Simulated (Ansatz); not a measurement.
# AlN under pressure

The calculation used Ansatz, DFT PBEsol, scalar-relativistic, plane waves, PAW. Settings: 420 eV plane-wave cutoff, Γ-centred 10×10×10 mesh, fixed occupations. No spin polarisation. Phonons by linear response, acoustic sum rule imposed.

The cell, relaxed at this level:
```
Al N
1.0
     0.00000    2.18884    2.18884
     2.18884    0.00000    2.18884
     2.18884    2.18884    0.00000
Al N
1 1
Direct
  0.00000 0.00000 0.00000
  0.75000 0.75000 0.75000
```

**Question.** The cell is relaxed again at -3 and -1 and 1 and 2 and 6 and 7 and 9 and 16 and 18 and 20 and 25 and 30 and 35 and 40 GPa. How do volume, gap and optical modes at Γ (cm⁻¹, counted from the lowest optical one; a degenerate one stands once) change?

**Answer.**
```csv
,0 GPa,-3 GPa,-1 GPa,1 GPa,2 GPa,6 GPa,7 GPa,9 GPa,16 GPa,18 GPa,20 GPa,25 GPa,30 GPa,35 GPa,40 GPa
V/V0,1.000,1.016,1.005,0.995,0.990,0.972,0.968,0.959,0.933,0.926,0.919,0.903,0.888,0.874,0.861
gap (eV),3.19,3.18,3.19,3.19,3.20,3.21,3.21,3.21,3.22,3.23,3.23,3.24,3.24,3.25,3.25
"ε∞, mean",4.65,4.68,4.66,4.64,4.63,4.59,4.59,4.57,4.53,4.52,4.51,4.49,4.46,4.45,4.43
mode 1,648,634,644,653,658,675,680,688,716,723,731,748,765,782,797
```

This zinc-blende form isn't the usual stable structure of the compound at low pressure.

Cost: 15 runs of about 4.7 core-minutes in all, on AMD EPYC 9R45 (Zen 5), Intel Xeon 6975P-C (Granite Rapids), Arm Neoverse V1 and other processors (shared hosts).